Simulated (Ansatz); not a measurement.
Input, command and steps of an Ansatz relaxation.

```yaml
crystal:
  lattice:
    - [5.5264353079, 0.0, -0.0261501308]
    - [0.0, 9.1986258522, 0.0]
    - [-2.7411007953, 0.0, 4.957112881]
  atoms:
    - { symbol: Ti, position: [0.5722533521, 0.9384030845, 0.3273611574] }
    - { symbol: Ti, position: [0.4277466479, 0.4384030845, 0.6726388426] }
    - { symbol: Ti, position: [0.2445994337, 0.0641009308, 0.6720738717] }
    - { symbol: Ti, position: [0.7554005663, 0.5641009308, 0.3279261283] }
    - { symbol: O, position: [0.8778611721, 0.0502558981, 0.4356877802] }
    - { symbol: O, position: [0.1221388279, 0.5502558981, 0.5643122198] }
    - { symbol: O, position: [0.307223939, 0.0011107596, -0.0004015948] }
    - { symbol: O, position: [0.558164591, 0.4523772411, 0.4364191841] }
    - { symbol: O, position: [0.3458780971, 0.2512530858, 0.6918756706] }
    - { symbol: O, position: [0.692776061, 0.5011107596, 1.0004015948] }
    - { symbol: O, position: [0.441835409, 0.9523772411, 0.5635808159] }
    - { symbol: O, position: [0.6541219029, 0.7512530858, 0.3081243294] }
basis:
  ecutwfc: 500
kpoints:
  mp_grid: { grid: [6, 4, 6] }
hamiltonian:
  xc: r2scan
scf:
  occupations: { method: gaussian, width: 0.02 }
output:
  forces: true
  stress: true
  eigenvalues: true
relax:
  adjacent_minimum: "off"
  f_tol: 0.01
  max_steps: 60
  cell: { stress_tol: 0.1 }
```

```bash
ansatz run input.yaml --threads 2 --pin off --max-ram 5120MiB --backend cpu --events-out ev --progress --plain --runs-dir out
```

Level of theory: DFT r2SCAN, scalar-relativistic, plane waves, PAW in Ansatz.

Of 22 frames 10 are shown, positions in Å and forces in eV/Å; the SCF threshold varies from step to step. Steps run on the plane waves of an earlier cell, with a Pulay correction in the pressure. The basis is chosen afresh for the last frame, the zero of the energies, and at times for earlier ones too; energy and pressure can step there, also at an unchanged geometry. Where two frames share a geometry here, they differ by under 2 meV/atom and 0.3 GPa. The mark taken_back stands on steps that the optimiser undid.

```xyz
12
Lattice="5.5264 0.0000 -0.0261 0.0000 9.1986 0.0000 -2.7411 0.0000 4.9571" Properties=species:S:1:pos:R:3:forces:R:3 pbc="T T T" step=1 free_energy_over_end_meV_per_atom=8.78 pressure_GPa=0.77
Ti    2.2652    8.6320    1.6078   -0.1379    0.1709   -0.0291
Ti    0.5201    4.0327    3.3232    0.1379    0.1709    0.0291
Ti   -0.4905    0.5896    3.3251   -0.1390   -0.1710    0.0298
Ti    3.2758    5.1890    1.6058    0.1390   -0.1710   -0.0298
O     3.6572    0.4623    2.1368   -0.0237   -0.1212   -0.0006
O    -0.8718    5.0616    2.7942    0.0237   -0.1212    0.0006
O     1.6990    0.0102   -0.0100    0.0628    0.0003   -0.0004
O     1.8884    4.1612    2.1488    0.0236    0.1208   -0.0010
O     0.0150    2.3112    3.4207    0.0000    0.0002    0.0193
O     1.0864    4.6095    4.9410   -0.0628    0.0003    0.0004
O     0.8969    8.7606    2.7822   -0.0236    0.1208    0.0010
O     2.7704    6.9105    1.5103    0.0000    0.0002   -0.0193
12
Lattice="5.5869 0.0000 -0.0264 0.0000 9.2769 0.0000 -2.7710 0.0000 5.0281" Properties=species:S:1:pos:R:3:forces:R:3 pbc="T T T" step=3 free_energy_over_end_meV_per_atom=5.49 pressure_GPa=-0.28
Ti    2.2887    8.7032    1.6304    0.0400   -0.0293   -0.0046
Ti    0.5272    4.0647    3.3713   -0.0400   -0.0293    0.0046
Ti   -0.4970    0.5969    3.3734    0.0404    0.0292    0.0045
Ti    3.3129    5.2354    1.6283   -0.0404    0.0292   -0.0045
O     3.6940    0.4091    2.2070   -0.0205   -0.0270    0.0444
O    -0.8781    5.0476    2.7947    0.0205   -0.0270   -0.0444
O     1.7908    0.0104   -0.0104    0.0747    0.0001   -0.0003
O     1.9127    4.2537    2.2190    0.0208    0.0270    0.0443
O     0.0151    2.3309    3.4514    0.0000    0.0001   -0.0228
O     1.0251    4.6489    5.0121   -0.0747    0.0001    0.0003
O     0.9032    8.8922    2.7827   -0.0208    0.0270   -0.0443
O     2.8008    6.9693    1.5503    0.0000    0.0001    0.0228
12
Lattice="5.7929 0.0000 -0.0270 0.0000 9.4371 0.0000 -2.8732 0.0000 5.1281" Properties=species:S:1:pos:R:3:forces:R:3 pbc="T T T" step=6 free_energy_over_end_meV_per_atom=1.64 pressure_GPa=0.04
Ti    2.5505    8.8614    1.6863    0.0006   -0.0179    0.0194
Ti    0.3692    4.1428    3.4149   -0.0006   -0.0179   -0.0194
Ti   -0.3382    0.5994    3.4161    0.0004    0.0179   -0.0194
Ti    3.2579    5.3179    1.6850   -0.0004    0.0179    0.0194
O     3.9203    0.2929    2.4801    0.0062   -0.0002    0.0059
O    -1.0006    5.0115    2.6211   -0.0062   -0.0002   -0.0059
O     2.3628    0.0109   -0.0124    0.0060    0.0000   -0.0001
O     1.8953    4.4502    2.4922   -0.0061    0.0002    0.0059
O     0.0155    2.3711    3.4218    0.0000    0.0000    0.0028
O     0.5569    4.7294    5.1135   -0.0060    0.0000    0.0001
O     1.0244    9.1687    2.6089    0.0061    0.0002   -0.0059
O     2.9042    7.0896    1.6794    0.0000    0.0000   -0.0028
12
Lattice="5.8720 0.0000 -0.0271 0.0000 9.5649 0.0000 -2.9125 0.0000 5.1392" Properties=species:S:1:pos:R:3:forces:R:3 pbc="T T T" step=8 free_energy_over_end_meV_per_atom=1.75 pressure_GPa=-0.61 taken_back
Ti    2.7198    8.9833    1.6959   -0.0103   -0.0688    0.0408
Ti    0.2397    4.2009    3.4162    0.0103   -0.0688   -0.0408
Ti   -0.2083    0.6055    3.4170   -0.0114    0.0689   -0.0406
Ti    3.1678    5.3879    1.6950    0.0114    0.0689    0.0406
O     4.0976    0.1963    2.5739    0.0233   -0.0289   -0.0004
O    -1.1381    4.9788    2.5381   -0.0233   -0.0289    0.0004
O     2.6753    0.0114   -0.0132    0.0044    0.0002   -0.0003
O     1.7982    4.6106    2.5862   -0.0230    0.0289   -0.0005
O     0.0156    2.4032    3.4052    0.0000   -0.0002    0.0168
O     0.2842    4.7938    5.1252   -0.0044    0.0002    0.0003
O     1.1613    9.3930    2.5259    0.0230    0.0289    0.0005
O     2.9439    7.1856    1.7068    0.0000   -0.0002   -0.0168
12
Lattice="5.8684 0.0000 -0.0271 0.0000 9.5582 0.0000 -2.9107 0.0000 5.1353" Properties=species:S:1:pos:R:3:forces:R:3 pbc="T T T" step=10 free_energy_over_end_meV_per_atom=1.49 pressure_GPa=-0.25
Ti    2.7169    8.9749    1.6936    0.0354   -0.0106    0.0305
Ti    0.2408    4.1958    3.4145   -0.0354   -0.0106   -0.0305
Ti   -0.2095    0.6072    3.4155    0.0341    0.0107   -0.0308
Ti    3.1671    5.3864    1.6927   -0.0341    0.0107    0.0308
O     4.1060    0.1817    2.5619   -0.0007    0.0085    0.0004
O    -1.1483    4.9608    2.5463    0.0007    0.0085   -0.0004
O     2.6691    0.0114   -0.0131   -0.0100    0.0001    0.0001
O     1.7861    4.6218    2.5741    0.0007   -0.0085    0.0004
O     0.0156    2.4015    3.4063    0.0001   -0.0001    0.0128
O     0.2885    4.7905    5.1213    0.0100    0.0001   -0.0001
O     1.1716    9.4009    2.5340   -0.0007   -0.0085   -0.0004
O     2.9421    7.1806    1.7019   -0.0001   -0.0001   -0.0128
12
Lattice="5.8707 0.0000 -0.0271 0.0000 9.5708 0.0000 -2.9119 0.0000 5.1296" Properties=species:S:1:pos:R:3:forces:R:3 pbc="T T T" step=13 free_energy_over_end_meV_per_atom=1.34 pressure_GPa=0.00
Ti    2.7512    8.9864    1.6920    0.0011    0.0000   -0.0003
Ti    0.2076    4.2010    3.4105   -0.0011    0.0000    0.0003
Ti   -0.1763    0.6083    3.4114    0.0011    0.0000    0.0002
Ti    3.1351    5.3937    1.6911   -0.0011    0.0000   -0.0002
O     4.1529    0.1663    2.5492    0.0016   -0.0009   -0.0006
O    -1.1941    4.9517    2.5533   -0.0016   -0.0009    0.0006
O     2.6950    0.0115   -0.0131    0.0005    0.0000    0.0000
O     1.7414    4.6435    2.5616   -0.0016    0.0009   -0.0006
O     0.0156    2.4047    3.4081    0.0000    0.0000    0.0002
O     0.2638    4.7969    5.1156   -0.0005    0.0000    0.0000
O     1.2174    9.4289    2.5409    0.0016    0.0009    0.0006
O     2.9432    7.1901    1.6944    0.0000    0.0000   -0.0002
12
Lattice="5.8821 0.0000 -0.0271 0.0000 9.5892 0.0000 -2.9176 0.0000 5.1290" Properties=species:S:1:pos:R:3:forces:R:3 pbc="T T T" step=15 free_energy_over_end_meV_per_atom=1.32 pressure_GPa=0.01
Ti    2.7935    9.0039    1.6915    0.0041   -0.0067   -0.0002
Ti    0.1710    4.2093    3.4104   -0.0041   -0.0067    0.0002
Ti   -0.1397    0.6093    3.4111    0.0041    0.0067    0.0002
Ti    3.1042    5.4039    1.6908   -0.0041    0.0067   -0.0002
O     4.2150    0.1367    2.5408   -0.0008   -0.0004   -0.0006
O    -1.2504    4.9313    2.5611    0.0008   -0.0004    0.0006
O     2.7401    0.0117   -0.0131   -0.0005    0.0000    0.0000
O     1.6906    4.6822    2.5534    0.0008    0.0004   -0.0006
O     0.0157    2.4093    3.4097    0.0000    0.0000   -0.0005
O     0.2244    4.8063    5.1150    0.0005    0.0000    0.0000
O     1.2739    9.4768    2.5485   -0.0008    0.0004    0.0006
O     2.9489    7.2039    1.6923    0.0000    0.0000    0.0005
12
Lattice="5.8928 0.0000 -0.0271 0.0000 9.6040 0.0000 -2.9229 0.0000 5.1294" Properties=species:S:1:pos:R:3:forces:R:3 pbc="T T T" step=17 free_energy_over_end_meV_per_atom=1.32 pressure_GPa=-0.02
Ti    2.8407    9.0184    1.6917   -0.0019   -0.0144   -0.0082
Ti    0.1292    4.2164    3.4105    0.0019   -0.0144    0.0082
Ti   -0.0979    0.6097    3.4111   -0.0019    0.0144    0.0087
Ti    3.0678    5.4117    1.6912    0.0019    0.0144   -0.0087
O     4.2811    0.1052    2.5349    0.0013   -0.0036    0.0011
O    -1.3112    4.9073    2.5674   -0.0013   -0.0036   -0.0011
O     2.7932    0.0118   -0.0132   -0.0002   -0.0001    0.0001
O     1.6351    4.7209    2.5476   -0.0012    0.0037    0.0014
O     0.0157    2.4130    3.4104    0.0000    0.0001   -0.0003
O     0.1768    4.8139    5.1155    0.0002   -0.0001   -0.0001
O     1.3348    9.5230    2.5546    0.0012    0.0037   -0.0014
O     2.9542    7.2150    1.6919    0.0000    0.0001    0.0003
12
Lattice="5.9027 0.0000 -0.0272 0.0000 9.6203 0.0000 -2.9278 0.0000 5.1293" Properties=species:S:1:pos:R:3:forces:R:3 pbc="T T T" step=20 free_energy_over_end_meV_per_atom=1.33 pressure_GPa=-0.06
Ti    2.9040    9.0339    1.6916    0.0025   -0.0284    0.0042
Ti    0.0709    4.2238    3.4106   -0.0025   -0.0284   -0.0042
Ti   -0.0396    0.6104    3.4113    0.0023    0.0284   -0.0048
Ti    3.0145    5.4206    1.6909   -0.0023    0.0284    0.0048
O     4.3682    0.0562    2.5329    0.0003    0.0000    0.0014
O    -1.3933    4.8663    2.5693   -0.0003    0.0000   -0.0014
O     2.8735    0.0120   -0.0131   -0.0012    0.0001    0.0001
O     1.5580    4.7780    2.5456   -0.0004   -0.0002    0.0012
O     0.0157    2.4171    3.4113    0.0000    0.0001   -0.0006
O     0.1014    4.8222    5.1153    0.0012    0.0001   -0.0001
O     1.4169    9.5881    2.5565    0.0004   -0.0002   -0.0012
O     2.9592    7.2272    1.6909    0.0000    0.0001    0.0006
12
Lattice="5.9005 0.0000 -0.0272 0.0000 9.6198 0.0000 -2.9267 0.0000 5.1289" Properties=species:S:1:pos:R:3:forces:R:3 pbc="T T T" step=22 free_energy_over_end_meV_per_atom=0.00 pressure_GPa=0.00
Ti    2.9024    9.0328    1.6914   -0.0014   -0.0083   -0.0007
Ti    0.0714    4.2229    3.4104    0.0014   -0.0083    0.0007
Ti   -0.0400    0.6110    3.4109   -0.0014    0.0083    0.0007
Ti    3.0137    5.4209    1.6908    0.0014    0.0083   -0.0007
O     4.3649    0.0573    2.5337    0.0012   -0.0007    0.0007
O    -1.3912    4.8672    2.5681   -0.0012   -0.0007   -0.0007
O     2.8721    0.0120   -0.0132    0.0006    0.0000    0.0000
O     1.5590    4.7766    2.5466   -0.0013    0.0007    0.0007
O     0.0157    2.4170    3.4106    0.0000    0.0000    0.0002
O     0.1016    4.8219    5.1150   -0.0006    0.0000    0.0000
O     1.4147    9.5865    2.5552    0.0013    0.0007   -0.0007
O     2.9581    7.2269    1.6911    0.0000    0.0000   -0.0002
```

The run took 22 min on 2 threads of Oxide Virtual Turin-like Processor (Zen 5) (shared host), peak memory 1.7 GiB.